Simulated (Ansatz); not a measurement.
RbBr in the zincblende structure, relaxed with r2SCAN, was run in Ansatz 0.2.0 under altered settings. All numbers are computed, without spin polarisation but where a row says otherwise.

```yaml
crystal:
  lattice:
    - [0.00000, 3.86950, 3.86950]
    - [3.86950, 0.00000, 3.86950]
    - [3.86950, 3.86950, 0.00000]
  atoms:
    - { symbol: Rb, position: [0.00000, 0.00000, 0.00000] }
    - { symbol: Br, position: [0.25000, 0.25000, 0.25000] }
```

The base run's other keys:
```yaml
kpoints:
  mp_grid: { grid: [4, 4, 4] }
hamiltonian:
  xc: hse06
scf:
  occupations: { method: fixed }
  n_extra_bands: 4
```

It takes 10 iterations with 2229 plane waves at 420 eV and 8 k points, and leaves a mean stress of +0.07 GPa. The gap over this mesh is 5.172 eV. It ran on 4 threads of Arm Neoverse N1, on a shared host.

Outcomes, with energy and stress as changes against the base:
```
                                     setting    outcome  ΔF (meV/atom)  Δ mean stress (GPa)  gap on the mesh (eV)  iterations  wall time
   PBE hybrid, exx coeff 0.05, omega 0.3 1/Å  converged              –                 +0.1                 4.246           9       13 s
                   hamiltonian.xc: cam_b3lyp  converged              –                 +0.1                 7.828          13       19 s
PBE hybrid, exx coeff 0.75, omega 0.2078 1/Å  converged              –                 -0.2                 7.492          18       19 s
                        scf.n_extra_bands: 0  converged            0.0                  0.0                 5.172          10       14 s
```
A dash marks a value that wasn't obtained or can't be compared. Stress is positive in compression. The base took 14 s.

- PBE hybrid, exx coeff 0.05, omega 0.3 1/Å. That is 5 % exact exchange, screened with ω = 0.3 1/Å, against HSE06's 25 % screened at 0.208 1/Å. The mean stress moves by +0.1 GPa and the gap on the mesh by -0.926 eV (to 4.246). Totals of different functionals aren't comparable.
- hamiltonian.xc: cam_b3lyp. The mean stress moves by +0.1 GPa and the gap on the mesh by +2.656 eV (to 7.828). It's another functional on the same cell, so totals aren't comparable.
- PBE hybrid, exx coeff 0.75, omega 0.2078 1/Å. That is 75 % exact exchange, screened with ω = 0.2078 1/Å, against HSE06's 25 % screened at 0.208 1/Å. The mean stress moves by -0.2 GPa and the gap on the mesh by +2.320 eV (to 7.492). Totals of different functionals aren't comparable.

Within 1 meV an atom, 0.1 GPa and 0.005 eV of the base stay: scf.n_extra_bands: 0.

The runs are scalar-relativistic, without spin-orbit coupling.

The program warns that its thresholds are loose for a hybrid's stress.

The meshes of the hybrids are coarse, so their gaps aren't converged to the digits shown.
